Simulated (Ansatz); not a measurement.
All numbers below come from Ansatz 0.2.0, DFT PBE, scalar-relativistic, plane waves, PAW. All cells share a 420 eV cutoff and Γ-centred k meshes spaced at most about 0.3 Å⁻¹ (2π included). No spin polarisation.

Each guess is relaxed in cell and atoms at zero pressure, on a coarse mesh first where it starts far from rest and then on a converged one. The steps can't lower the symmetry of the start, but it can rise. Energies are static (0 K, no zero-point motion).

This guess for NaI isn't its lowest structure:

```yaml
crystal:
  lattice:
    - [5.13500, 0.00000, 0.00000]
    - [-2.56750, 4.44704, 0.00000]
    - [0.00000, 0.00000, 8.44869]
  atoms:
    - { symbol: Na, position: [0.33333, 0.66667, 0.37313] }
    - { symbol: Na, position: [0.66667, 0.33333, 0.87313] }
    - { symbol: I, position: [0.33333, 0.66667, 0.00000] }
    - { symbol: I, position: [0.66667, 0.33333, 0.50000] }
```

**Question.** Where does the relaxation end?

**Answer.** P6_3mc at 48.2 Å³/atom → P6_3mc (wurtzite type) at 45.8 Å³/atom. Conventional cell: a = 5.151 Å, c = 7.973 Å. Na has 4 I at 3.10–3.11 Å; I has 4 Na at 3.10–3.11 Å.

```
Na I
1.0
     5.15075    0.00000    0.00000
    -2.57538    4.46068    0.00000
     0.00000    0.00000    7.97323
Na I
2 2
Direct
  0.33333 0.66667 0.38161
  0.66667 0.33333 0.88161
  0.33333 0.66667 0.99153
  0.66667 0.33333 0.49153
```

**Question.** How far does this end lie above the lowest form of NaI relaxed in the same way, and what is that form?

**Answer.** It lies 43 meV/atom above the lowest of the 5 forms computed, a structure that the Crystallography Open Database (COD) lists, of the rock salt type. Space group Fm-3m (No. 225), cubic, a = 6.528 Å. Na has 6 I at 3.26 Å; I is surrounded by 6 Na at 3.26 Å. That form has 34.8 Å³/atom and a gap of 3.58 eV on its mesh; the guess's end has 3.70 eV. Counting I atoms around Na (those within 1.25 times the shortest such distance or 1.15 times the sum of covalent radii), the guess's end has Na 4 and the lowest form has Na 6.

These runs have no spin–orbit coupling, which can matter for I. Kohn–Sham gaps at this level usually fall short of measured ones. The missing spin–orbit coupling can work the other way here. Some structure types and database cells were kept out of the candidates from the start, so a known form may be missing.
